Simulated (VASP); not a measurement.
PtS2, 3 atoms in the cell. The structure is trigonal, space group P-3m1 (No. 164). Conventional cell: a = 3.543 Å, b = 3.543 Å, c = 5.039 Å, α = 90.00°, β = 90.00°, γ = 120.00°. Pt (site symmetry -3m) is surrounded by 6 S at 2.34 Å. S (site symmetry 3m) is surrounded by 3 Pt at 2.34 Å. 

```yaml
Program: VASP 6.6.1
Task: relaxation of cell and atoms
Functional: PBE
Potentials_or_basis: VASP PAW PBE potentials, release 64 (Pt, S)
Cutoff: 300 eV
k_mesh: 5 × 5 × 3
Occupations: gaussian, width 0.03 eV
Spin: no spin polarisation
Further_INCAR_settings: ALGO = Normal; EDIFF = 1e-06; IBRION = 2; EDIFFG = -0.01; NSW = 90; ISIF = 3
```

Potentials or basis: VASP PAW PBE potentials, release 64 (Pt, S).

Command:

```console
$ cat potpaw_PBE.64/Pt/POTCAR potpaw_PBE.64/S/POTCAR > POTCAR
$ mpirun -np 1 vasp_std > vasp.out
```

Hardware: 1 thread of AMD EPYC 9R14 (Zen 4), with other jobs on the host.

Task: How long does it take, and how much memory?

Result: It took 34 s on 1 thread of AMD EPYC 9R14 (Zen 4) (shared host), peak memory 0.1 GiB. Counts: scf iterations 118, k points 12, ion steps 16.
